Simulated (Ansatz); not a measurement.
SnTe under changes of volume

One of the cells (47.091 Å³/atom); the others are scaled copies at fixed shape and fractional positions:

```
Te Sn
1.0
     0.00000    3.61115    3.61115
     3.61115    0.00000    3.61115
     3.61115    3.61115    0.00000
Te Sn
1 1
Direct
  0.25000 0.25000 0.25000
  0.00000 0.00000 0.00000
```

Measurements of this composition are mostly on another form, of space group No. 225.

- Program: Ansatz 0.2.0
- Functional: PBEsol
- Potentials or basis: Ansatz PAW
- Cutoff: 420 eV (not typed: the program's choice for these potentials)
- k mesh: 7 × 7 × 7
- Occupations: fermi-dirac, width 0.05 eV
- Spin: no spin polarisation

| volume (Å³/atom) | energy over the lowest point (meV/atom) | pressure (GPa) | gap on the mesh (eV) |
| --- | --- | --- | --- |
| 44.265 | 0.00 | 0.1 | 0.13 |
| 45.207 | 0.81 | -0.4 | 0.19 |
| 46.149 | 4.69 | -0.9 | 0.24 |
| 47.091 | 11.38 | -1.4 | 0.29 |
| 48.033 | 20.62 | -1.8 | 0.33 |
| 48.974 | ? | ? | ? |
| 49.916 | 45.78 | -2.5 | 0.41 |

Task: What does the run at 48.974 Å³/atom give?

Result: Energy over the lowest point 32.16 meV/atom; pressure -2.2 GPa; gap on the mesh 0.37 eV.

Worked out: A Birch-Murnaghan fit of order 3 (a polynomial in V^(-2/3)) to the other rows has its minimum at 44.50 Å³/atom with B0 = V·E''(V) = 27 GPa and B' = 3.6. It gives 32.14 meV/atom at 48.974 Å³/atom, against the run's 32.16, and -dE/dV = -2.1 GPa, against -2.2. A straight line through the other rows of the gap, of slope 2.31 eV per unit of ln V, gives 0.37 eV, against the run's 0.37.

Energies are extrapolated to zero smearing.

Caveats: odd divisions of the mesh miss points on the zone boundary, where band edges often lie, so the gap on the mesh can be too wide; spin-orbit coupling is left out, which moves the levels of the heavy elements; the PAW data sets come from PBE, with cores solved anew for the run's functional, which leaves a small shift of forces and pressure.

A mesh can miss the band edges.
